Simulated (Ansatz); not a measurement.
Debugging a calculation of AlCo$_{3}$

Intended: AlCo$_{3}$, PBEsol, plane waves and PAW in Ansatz. The input:

```yaml
crystal:
  lattice:
    - [6.7556753222, 0.0, 0.0]
    - [0.0, 6.7556753222, 0.0]
    - [0.0, 0.0, 6.7556753222]
  atoms:
    - { symbol: Al, position: [0.0, 0.0, 0.0] }
    - { symbol: Co, position: [0.5, 0.5, 0.0], spin: 1.48 }
    - { symbol: Co, position: [0.5, 0.0, 0.5], spin: 1.48 }
    - { symbol: Co, position: [0.0, 0.5, 0.5], spin: 1.48 }
basis:
  ecutwfc: 420
kpoints:
  mp_grid: { grid: [4, 4, 4] }
hamiltonian:
  xc: pbesol
scf:
  occupations: { method: gaussian, width: 0.1 }
  max_iter: 87
output:
  forces: true
  stress: true
  eigenvalues: true
  populations: true
magnetization:
  spin_polarized: true
```

Command:

```bash
ansatz run input.yaml --threads 1 --pin off --max-ram 2560MiB --backend cpu --events-out ev --progress --plain --runs-dir out
```

Output, shortened (HF is the Harris–Foulkes energy, dr2 the density residual in eV):

```text
k-points: 36 of 64
spin=Collinear: Kerker preconditioning applied to the charge; magnetization (m = ρ↑ − ρ↓) channel mixes plain (no charge-response kernel on spin).
SCF 4 converged in 10 iterations: F = -15784.717099 eV  dr2 = 2.39e-8
spin=Collinear: Kerker preconditioning applied to the charge; magnetization (m = ρ↑ − ρ↓) channel mixes plain (no charge-response kernel on spin).
SCF 5 converged in 4 iterations: F = -15784.717099 eV  dr2 = 8.37e-9
Symmetry: 12 space group operations
k-points: 13 of 64
eigensolver tolerance schedule: the retry pair's looser diagonalisation over-reported the residual by 809.61 of it (diagonalisation noise at 0.39 of the residual, at the tolerance the schedule requests for it); recorded, not acted on — ethr = c·dr2/N_el stays at c = 1.0e-1
spin=Collinear: Kerker preconditioning applied to the charge; magnetization (m = ρ↑ − ρ↓) channel mixes plain (no charge-response kernel on spin).
an SCF from an earlier converged SCF that another search, or another magnetic order, replaced, along what its orbitals showed of its open shells (or to have them read), with 36 of the crystal's symmetry operations given up (13 k-points in place of 10), reached no lower state that the run goes on to. This is no proof of a minimum
SCF iter   1: HF=-15784.717099 eV  Δρ=3.01e-6 (↑4.71e-7 ↓3.01e-6) dr2=8.39e-9  dr2_m=6.25e-9  M=7.956 μB ∫|m|=8.458 μB
spin=Collinear: Kerker preconditioning applied to the charge; magnetization (m = ρ↑ − ρ↓) channel mixes plain (no charge-response kernel on spin).
SCF iter   2: HF=-15784.786787 eV  Δρ=4.02e-2 (↑1.25e-3 ↓4.02e-2) dr2=5.83e0  dr2_m=1.09e0  M=7.984 μB ∫|m|=8.528 μB
SCF iter   3: HF=-15784.721777 eV  Δρ=1.38e-2 (↑6.09e-4 ↓1.38e-2) dr2=6.45e-1  dr2_m=1.25e-1  M=7.959 μB ∫|m|=8.462 μB
an SCF along what the orbitals of the run's state read of its open shells (or to have them read: on a GPU, or by another smearing), with 46 of the crystal's symmetry operations given up (36 k-points in place of 10), reached no lower state that the run goes on to. This is no proof of a minimum
SCF converged after 4 iterations
Stability not told: the SCF's own minimisation came to no verdict on its close; the lowest value that the minimisation read is 1.8e-2 (residual 1.5e-2): no lower mode is shown, and none is ruled out
Magnetization: 7.9564 μB (30.9782 up, 23.0218 down)
Absolute magnetization: 8.4576 μB (∫|ρ↑−ρ↓|, with the PAW one-centre terms)
Per-site moments (μB) at R_I (Å): [(-0.1845, 1.9705), (2.7057, 1.9705), (2.7317, 1.9705), (2.7213, 1.9705)]
Free energy (F): -15784.717099 eV
E sigma→0 (E₀):  -15784.682036 eV
Entropy (-TS):   -0.070125 eV (-17.531 meV/atom)
Fermi energy:    -0.769451 eV
--- Forces (eV/Å), atoms counted from 1 ---
  atom   1  Al     0.00000000     0.00000000     0.00000000
  atom   2  Co     0.00000000     0.00000000     0.00000000
  atom   3  Co     0.00000000     0.00000000     0.00000000
  atom   4  Co     0.00000000     0.00000000     0.00000000
--- Stress (GPa, compression-positive) ---
       -2.202744      -0.000877      -0.001045
       -0.000882      -2.263709      -0.014990
       -0.000933      -0.015004      -2.134056
  P = ⅓ Tr σ = -2.2002 GPa (-22.002 kbar)
```

Question: What is the cause?
A. Too few SCF iterations allowed
B. Spin-orbit coupling without non-collinear spin
C. Lattice vectors in bohr read as angstrom
D. Two atoms' positions swapped
E. A relaxation cut at too few steps

Answer: C. Every length is 1.89 times too long, so the atoms are nearly free. The cure is the vectors in angstrom.

Fix (which also takes the mesh and iteration limit and starting moments of the reference run):

```diff
 crystal:
   lattice:
-    - [6.7556753222, 0.0, 0.0]
-    - [0.0, 6.7556753222, 0.0]
-    - [0.0, 0.0, 6.7556753222]
+    - [3.574948, 0.0, 0.0]
+    - [0.0, 3.574948, 0.0]
+    - [0.0, 0.0, 3.574948]
   atoms:
-    - { symbol: Co, position: [0.5, 0.5, 0.0], spin: 1.48 }
-    - { symbol: Co, position: [0.5, 0.0, 0.5], spin: 1.48 }
-    - { symbol: Co, position: [0.0, 0.5, 0.5], spin: 1.48 }
+    - { symbol: Co, position: [0.5, 0.5, 0.0], spin: 1.46 }
+    - { symbol: Co, position: [0.5, 0.0, 0.5], spin: 1.46 }
+    - { symbol: Co, position: [0.0, 0.5, 0.5], spin: 1.46 }
 kpoints:
-  mp_grid: { grid: [4, 4, 4] }
+  mp_grid: { grid: [12, 12, 12] }
 scf:
-  max_iter: 87
```

With the mended input the run converges and gives no gap, site moments (μB) Al -0.06, Co +1.35 (×3). The faulty run's energy lay 4.88 eV per atom higher. The faulty run also carried warnings: stability check not made.

Time of the mended run: 12 s on 1 thread of Intel(R) Xeon(R) 6975P-C (Granite Rapids) (shared host), peak memory 0.55 GiB.